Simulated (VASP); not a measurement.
Write the native input for VASP 6.6.1 that does the following.

```yaml
Task: single point
Functional: PBE
Potentials_or_basis: VASP PAW PBE potentials, release 64 (Cd, O)
Cutoff: 520 eV
k_mesh: 10 × 10 × 10
Occupations: gaussian, width 0.027 eV
Spin: no spin polarisation
Further_INCAR_settings: ALGO = Normal; EDIFF = 1e-06
```

The structure of CdO (Monteponite) lies in POSCAR:

```
CdO
1.0
    0.0000000000      2.3495000000      2.3495000000
    2.3495000000      0.0000000000      2.3495000000
    2.3495000000      2.3495000000      0.0000000000
Cd O
1 1
Direct
    0.0000000000      0.0000000000      0.0000000000
    0.5000000000      0.5000000000      0.5000000000
```

One way to write it, as run:

INCAR

```
SYSTEM = CdO
PREC = Accurate
ENCUT = 520
EDIFF = 1E-6
ISMEAR = 0
SIGMA = 0.027000000000000003
LREAL = .False.
LASPH = .True.
NELM = 60
ALGO = Normal
ISIF = 2
LWAVE = .False.
LCHARG = .False.
GGA = PE
```

KPOINTS

```
Automatic mesh
0
Gamma
  10 10 10
  0 0 0
```

Potentials or basis: VASP PAW PBE potentials, release 64 (Cd, O).

Launch:

```console
$ cat potpaw_PBE.64/Cd/POTCAR potpaw_PBE.64/O/POTCAR > POTCAR
$ mpirun -np 1 vasp_std > vasp.out
```

It gave:

```
Pressure               : 7.6 GPa
Band gap on the k mesh : none (metal or under the smearing width)
```

Caveat: this crystal is a semiconductor, whose small gap the functional closes, so the metal is an error of the method.

Run time: 12 s on 1 thread of Intel(R) Xeon(R) Platinum 8488C (Sapphire Rapids), on a shared host, peak memory 0.16 GiB.
